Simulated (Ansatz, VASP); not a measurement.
# MgO in VASP and in Ansatz

```
Mg O
1.0
     1.54301   -4.06536    0.00000
     1.54301    4.06536    0.00000
     0.00000    0.00000    3.07290
Mg O
2 2
Direct
  0.35440 0.64560 0.75000
  0.64560 0.35440 0.25000
  0.07760 0.92240 0.75000
  0.92240 0.07760 0.25000
```

Alike in both runs: task relaxation of cell and atoms; functional PBE; k mesh 6 × 6 × 6; occupations gaussian, width 0.1 eV; no spin polarisation.

|  | VASP | Ansatz |
| --- | --- | --- |
| version | VASP 6.6.1 | Ansatz 0.2.0 |
| potentials or method | VASP PAW PBE potentials, release 64 (Mg, O) | scalar-relativistic, plane waves, PAW |
| plane-wave cutoff (eV) | 600 | 420 |
| valence electrons in the cell | 16 | 32 |

```csv
,VASP,Ansatz,Ansatz less VASP
"gap on the k mesh at the Fermi level, each at its own relaxed structure (eV)",3.15,3.01,-0.142
relaxed volume (Å³/atom),10.85,11.86,+1.016
relaxed cell length with the largest relative difference (Å),5.348,5.818,+0.4706
energy change over the relaxation (meV/atom),-1228,-1242,-14.6
```

One of these differences is far larger than is usual between the two programs; its cause wasn't traced. The two sets of potentials don't hold the same shells in valence.

A k mesh can miss the band edges. Expect the measured gap to be larger: semilocal functionals such as PBE lack the derivative discontinuity.
